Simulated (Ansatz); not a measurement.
# Every step of a relaxation of Te

DFT, PBEsol, PAW with Ansatz's default frozen-core files, scalar-relativistic (Ansatz 0.2.0); a Γ-centred 9×9×6 k mesh, Fermi–Dirac smearing of 0.05 eV, no spin polarisation. The run relaxes cell and atoms at a target pressure of 0 GPa.

Command: `ansatz run input.yaml --threads 1 --pin off --max-ram 3072MiB --backend cpu --events-out ev --progress --plain --runs-dir out` It took 52 s on 1 thread of Intel(R) Xeon(R) Platinum 8488C (Sapphire Rapids) (shared host), peak memory 0.49 GiB.

PAW: frozen-core files, cutoff 420 eV; forces are relaxed below 0.003 eV/Å.

Each step lists its free energy a cell above the last geometry, the pressure, the cell vectors (Å), and Cartesian positions (Å) with forces (eV/Å).

The first step:

```
step 1  dF = 32.55 meV  P = -0.96 GPa
  cell 4.4540 0.0000 0.0000  -2.2270 3.8573 0.0000  0.0000 0.0000 5.9240
  Te 1.1981 0.0000 1.9747   0.1054 0.0000 0.0000
  Te -0.5991 1.0376 3.9493   -0.0527 0.0913 0.0000
  Te 1.6279 2.8197 0.0000   -0.0527 -0.0913 0.0000
```

Spin–orbit coupling is left out, which matters for the heavy atoms. The PAW files were made under PBE.

Task: Where does the relaxation end, and by which steps?

Result: After 5 geometries, with conventional a, b, c = 4.317, 4.317, 5.956 Å, at 32.044 Å³/atom (-5.54 % against the start) in space group P3_121, with a shortest distance of 2.907 Å. The further steps:
```
step 2  dF = 9.79 meV  P = 0.45 GPa
  cell 4.3762 0.0000 0.0000  -2.1881 3.7899 0.0000  0.0000 0.0000 5.8660
  Te 1.2100 0.0000 1.9553   0.1316 0.0000 0.0000
  Te -0.6050 1.0479 3.9107   -0.0658 0.1140 0.0000
  Te 1.5831 2.7419 0.0000   -0.0658 -0.1140 0.0000
step 3  dF = 1.15 meV  P = 0.14 GPa
  cell 4.3377 0.0000 0.0000  -2.1689 3.7566 0.0000  0.0000 0.0000 5.9054
  Te 1.2315 0.0000 1.9685   0.0036 0.0000 0.0000
  Te -0.6158 1.0665 3.9369   -0.0018 0.0031 0.0000
  Te 1.5531 2.6900 0.0000   -0.0018 -0.0031 0.0000
step 4  dF = 0.08 meV  P = 0.01 GPa
  cell 4.3223 0.0000 0.0000  -2.1612 3.7433 0.0000  0.0000 0.0000 5.9441
  Te 1.2283 0.0000 1.9814   -0.0055 0.0000 0.0000
  Te -0.6142 1.0638 3.9627   0.0027 -0.0047 0.0000
  Te 1.5470 2.6795 0.0000   0.0027 0.0047 0.0000
step 5  dF = 0.00 meV  P = 0.00 GPa
  cell 4.3170 0.0000 0.0000  -2.1585 3.7386 0.0000  0.0000 0.0000 5.9564
  Te 1.2258 0.0000 1.9855   -0.0012 0.0000 0.0000
  Te -0.6129 1.0615 3.9709   0.0006 -0.0011 0.0000
  Te 1.5456 2.6771 0.0000   0.0006 0.0011 0.0000
step 6  dF = 0.96 meV  P = 0.00 GPa  (same geometry on a basis chosen anew; earlier energies don't compare to the last digit)
  cell 4.3170 0.0000 0.0000  -2.1585 3.7386 0.0000  0.0000 0.0000 5.9564
  Te 1.2258 0.0000 1.9855   -0.0012 0.0000 0.0000
  Te -0.6129 1.0615 3.9709   0.0006 -0.0011 0.0000
  Te 1.5456 2.6771 0.0000   0.0006 0.0011 0.0000
```
